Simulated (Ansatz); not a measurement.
Geometry optimisation in Ansatz: input, command and trajectory.

```yaml
crystal:
  lattice:
    - [-3.1266155236, 3.2724378106, 3.2724381564]
    - [3.1266155236, -3.2724378106, 3.2724381564]
    - [3.2333597142, 3.3744253999, -3.2724381564]
  atoms:
    - { symbol: Sn, position: [1.0000024086, 0.2500024086, 0.75] }
    - { symbol: Sn, position: [-2.4086e-06, 0.7499975914, 0.25] }
    - { symbol: Sn, position: [0.5, 0.5, 0.5] }
    - { symbol: Sn, position: [0.5, 0.0, 0.0] }
    - { symbol: O, position: [0.1938525751, 0.1938505699, 0.4999984146] }
    - { symbol: O, position: [0.6940801175, 0.7483634063, 0.9424486354] }
    - { symbol: O, position: [0.1938521552, 0.6938541605, 1.0000015854] }
    - { symbol: O, position: [0.3059147709, 0.7516314821, 0.5575513646] }
    - { symbol: O, position: [0.6940852291, 0.2483685179, 0.4424486354] }
    - { symbol: O, position: [0.3059198825, 0.2516365937, 0.0575513646] }
    - { symbol: O, position: [0.8061478448, 0.3061458395, -1.5854e-06] }
    - { symbol: O, position: [0.8061474249, 0.8061494301, 0.5000015854] }
basis:
  ecutwfc: 420
kpoints:
  mp_grid: { grid: [6, 6, 6] }
hamiltonian:
  xc: lda
scf:
  occupations: { method: gaussian, width: 0.02 }
output:
  forces: true
  stress: true
  eigenvalues: true
relax:
  adjacent_minimum: "off"
  f_tol: 0.008
  max_steps: 40
  cell: { stress_tol: 0.015, fix: [a, b, gamma] }
```

```bash
ansatz run input.yaml --threads 2 --pin off --max-ram 5120MiB --backend cpu --events-out ev --progress --plain --runs-dir out
```

Level of theory: DFT LDA, scalar-relativistic, plane waves, PAW (Ansatz 0.2.0).

Of 8 frames 7 are shown, positions in Å and forces in eV/Å; the SCF threshold varies from step to step. Steps run on the plane waves of an earlier cell, with a Pulay correction in the pressure. The basis is chosen afresh for the last frame, the zero of the energies, and at times for earlier ones too; energy and pressure step there, also at an unchanged geometry.

```xyz
12
Lattice="-3.1266 3.2724 3.2724 3.1266 -3.2724 3.2724 3.2334 3.3744 -3.2724" Properties=species:S:1:pos:R:3:forces:R:3 pbc="T T T" step=1 free_energy_over_end_meV_per_atom=0.96 pressure_GPa=6.33
Sn    0.0801    4.9851    1.6362    0.0000    0.0000    0.0000
Sn    3.1533   -1.6107    1.6362    0.0000    0.0000    0.0000
Sn    1.6167    1.6872    1.6362    0.0000    0.0000    0.0000
Sn   -1.5633    1.6362    1.6362    0.0000    0.0000    0.0000
O     1.6167    1.6872   -0.3675    0.0000    0.0000   -0.0095
O     3.2170    3.0026    1.6362   -0.1406    0.1054    0.0000
O     4.7967    1.7382   -0.3675    0.0000    0.0000   -0.0095
O     3.1963    0.4228    1.6362    0.1406   -0.1054    0.0000
O     0.0370    2.9516    1.6362   -0.1406    0.1054    0.0000
O     0.0164    0.3718    1.6362    0.1406   -0.1054    0.0000
O    -1.5633    1.6362    3.6399    0.0000    0.0000    0.0095
O     1.6167    1.6872    3.6399    0.0000    0.0000    0.0095
12
Lattice="-3.1435 3.2563 3.2724 3.1435 -3.2563 3.2724 3.2620 3.3685 -3.2724" Properties=species:S:1:pos:R:3:forces:R:3 pbc="T T T" step=2 free_energy_over_end_meV_per_atom=0.46 pressure_GPa=5.08
Sn    0.0889    4.9686    1.6362    0.0000    0.0000    0.0000
Sn    3.1731   -1.6001    1.6362    0.0000    0.0000    0.0000
Sn    1.6310    1.6842    1.6362    0.0000    0.0000    0.0000
Sn   -1.5717    1.6281    1.6362    0.0000    0.0000    0.0000
O     1.6310    1.6842   -0.3722    0.0000    0.0000    0.0838
O     3.2363    2.9947    1.6362   -0.0387    0.1004    0.0000
O     4.8337    1.7403   -0.3722    0.0000    0.0000    0.0838
O     3.2284    0.4299    1.6362    0.0387   -0.1004    0.0000
O     0.0336    2.9386    1.6362   -0.0387    0.1004    0.0000
O     0.0256    0.3738    1.6362    0.0387   -0.1004    0.0000
O    -1.5717    1.6281    3.6446    0.0000    0.0000   -0.0838
O     1.6310    1.6842    3.6446    0.0000    0.0000   -0.0838
12
Lattice="-3.1421 3.2576 3.2724 3.1421 -3.2576 3.2724 3.2587 3.3680 -3.2724" Properties=species:S:1:pos:R:3:forces:R:3 pbc="T T T" step=3 free_energy_over_end_meV_per_atom=0.29 pressure_GPa=5.17
Sn    0.0874    4.9692    1.6362    0.0000    0.0000    0.0000
Sn    3.1713   -1.6012    1.6362    0.0000    0.0000    0.0000
Sn    1.6294    1.6840    1.6362    0.0000    0.0000    0.0000
Sn   -1.5711    1.6288    1.6362    0.0000    0.0000    0.0000
O     1.6294    1.6840   -0.3698    0.0000    0.0000    0.0290
O     3.2319    2.9974    1.6362   -0.0155    0.0214    0.0000
O     4.8298    1.7392   -0.3698    0.0000    0.0000    0.0290
O     3.2273    0.4258    1.6362    0.0155   -0.0214    0.0000
O     0.0314    2.9422    1.6362   -0.0155    0.0214    0.0000
O     0.0269    0.3706    1.6362    0.0155   -0.0214    0.0000
O    -1.5711    1.6288    3.6422    0.0000    0.0000   -0.0290
O     1.6294    1.6840    3.6422    0.0000    0.0000   -0.0290
12
Lattice="-3.1433 3.2564 3.2724 3.1433 -3.2564 3.2724 3.2573 3.3643 -3.2724" Properties=species:S:1:pos:R:3:forces:R:3 pbc="T T T" step=4 free_energy_over_end_meV_per_atom=0.21 pressure_GPa=5.32
Sn    0.0855    4.9655    1.6362    0.0000    0.0000    0.0000
Sn    3.1718   -1.6012    1.6362    0.0000    0.0000    0.0000
Sn    1.6286    1.6821    1.6362    0.0000    0.0000    0.0000
Sn   -1.5716    1.6282    1.6362    0.0000    0.0000    0.0000
O     1.6286    1.6821   -0.3687    0.0000    0.0000    0.0029
O     3.2298    2.9946    1.6362    0.0010    0.0026    0.0000
O     4.8289    1.7361   -0.3687    0.0000    0.0000    0.0029
O     3.2278    0.4236    1.6362   -0.0010   -0.0026    0.0000
O     0.0295    2.9407    1.6362    0.0010    0.0026    0.0000
O     0.0275    0.3696    1.6362   -0.0010   -0.0026    0.0000
O    -1.5716    1.6282    3.6412    0.0000    0.0000   -0.0029
O     1.6286    1.6821    3.6412    0.0000    0.0000   -0.0029
12
Lattice="-3.1427 3.2570 3.2724 3.1427 -3.2570 3.2724 3.2581 3.3663 -3.2724" Properties=species:S:1:pos:R:3:forces:R:3 pbc="T T T" step=5 free_energy_over_end_meV_per_atom=0.24 pressure_GPa=5.22
Sn    0.0865    4.9675    1.6362    0.0000    0.0000    0.0000
Sn    3.1715   -1.6012    1.6362    0.0000    0.0000    0.0000
Sn    1.6290    1.6831    1.6362    0.0000    0.0000    0.0000
Sn   -1.5713    1.6285    1.6362    0.0000    0.0000    0.0000
O     1.6290    1.6831   -0.3686    0.0000    0.0000   -0.0015
O     3.2303    2.9967    1.6362    0.0002    0.0001    0.0000
O     4.8294    1.7378   -0.3686    0.0000    0.0000   -0.0015
O     3.2281    0.4242    1.6362   -0.0002   -0.0001    0.0000
O     0.0300    2.9420    1.6362    0.0002    0.0001    0.0000
O     0.0277    0.3696    1.6362   -0.0002   -0.0001    0.0000
O    -1.5713    1.6285    3.6411    0.0000    0.0000    0.0015
O     1.6290    1.6831    3.6411    0.0000    0.0000    0.0015
12
Lattice="-3.1427 3.2570 3.2724 3.1427 -3.2570 3.2724 3.2581 3.3663 -3.2724" Properties=species:S:1:pos:R:3:forces:R:3 pbc="T T T" step=6 free_energy_over_end_meV_per_atom=0.00 pressure_GPa=5.25
Sn    0.0865    4.9675    1.6362    0.0000    0.0000    0.0000
Sn    3.1715   -1.6012    1.6362    0.0000    0.0000    0.0000
Sn    1.6290    1.6831    1.6362    0.0000    0.0000    0.0000
Sn   -1.5713    1.6285    1.6362    0.0000    0.0000    0.0000
O     1.6290    1.6831   -0.3686    0.0000    0.0000   -0.0008
O     3.2303    2.9967    1.6362    0.0004    0.0010    0.0000
O     4.8294    1.7378   -0.3686    0.0000    0.0000   -0.0008
O     3.2281    0.4242    1.6362   -0.0004   -0.0010    0.0000
O     0.0300    2.9420    1.6362    0.0004    0.0010    0.0000
O     0.0277    0.3696    1.6362   -0.0004   -0.0010    0.0000
O    -1.5713    1.6285    3.6411    0.0000    0.0000    0.0008
O     1.6290    1.6831    3.6411    0.0000    0.0000    0.0008
12
Lattice="-3.1431 3.2566 3.2724 3.1431 -3.2566 3.2724 3.2588 3.3661 -3.2724" Properties=species:S:1:pos:R:3:forces:R:3 pbc="T T T" step=8 free_energy_over_end_meV_per_atom=0.00 pressure_GPa=5.22
Sn    0.0868    4.9670    1.6362    0.0000    0.0000    0.0000
Sn    3.1721   -1.6009    1.6362    0.0000    0.0000    0.0000
Sn    1.6294    1.6830    1.6362    0.0000    0.0000    0.0000
Sn   -1.5716    1.6283    1.6362    0.0000    0.0000    0.0000
O     1.6294    1.6830   -0.3687    0.0000    0.0000    0.0000
O     3.2311    2.9964    1.6362    0.0000    0.0000    0.0000
O     4.8304    1.7378   -0.3687    0.0000    0.0000    0.0000
O     3.2287    0.4244    1.6362    0.0000    0.0000    0.0000
O     0.0301    2.9417    1.6362    0.0000    0.0000    0.0000
O     0.0278    0.3696    1.6362    0.0000    0.0000    0.0000
O    -1.5716    1.6283    3.6411    0.0000    0.0000    0.0000
O     1.6294    1.6830    3.6411    0.0000    0.0000    0.0000
```

Time: 2.7 min on 2 threads of Arm Neoverse V1 (shared host), peak memory 0.72 GiB.